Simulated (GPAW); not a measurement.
Crystal: ZnO (zincite).

```
Zn O
1.0
     3.24931    0.00000    0.00000
    -1.62465    2.81398    0.00000
     0.00000    0.00000    5.20571
Zn O
2 2
Direct
  0.66667 0.33333 0.00000
  0.33333 0.66667 0.50000
  0.33333 0.66667 0.87901
  0.66667 0.33333 0.37901
```

Base run:

* Program: GPAW 26.7.0
* Functional: PBE
* Potentials or basis: GPAW PAW data sets (gpaw-data 1.2.1)
* Cutoff: 800 eV
* Basis: pw
* k mesh: 9 × 9 × 5
* Occupations: fermi-dirac, width 0.05 eV
* Spin: no spin polarisation

Its results: band gap on the k mesh 0.80 eV, direct; largest force 0.073 eV/Å.

After a change of settings the same cell gave: band gap on the k mesh 0.85 eV, direct; largest force 0.072 eV/Å. Which change was it?
A. functional from PBE to mBEEF; k mesh from 9 × 9 × 5 to 6 × 6 × 3
B. functional from PBE to vdW-DF-cx
C. functional from PBE to TASK; k mesh from 9 × 9 × 5 to 6 × 6 × 3
D. functional from PBE to BEEF-vdW; k mesh from 9 × 9 × 5 to 6 × 6 × 3

B.

Caveats: an odd mesh through Γ misses points on the zone boundary, where band edges often lie; the PAW data sets were made with another functional, which shifts forces and pressure a little (some runs).

Not every run made on this cell is shown here.
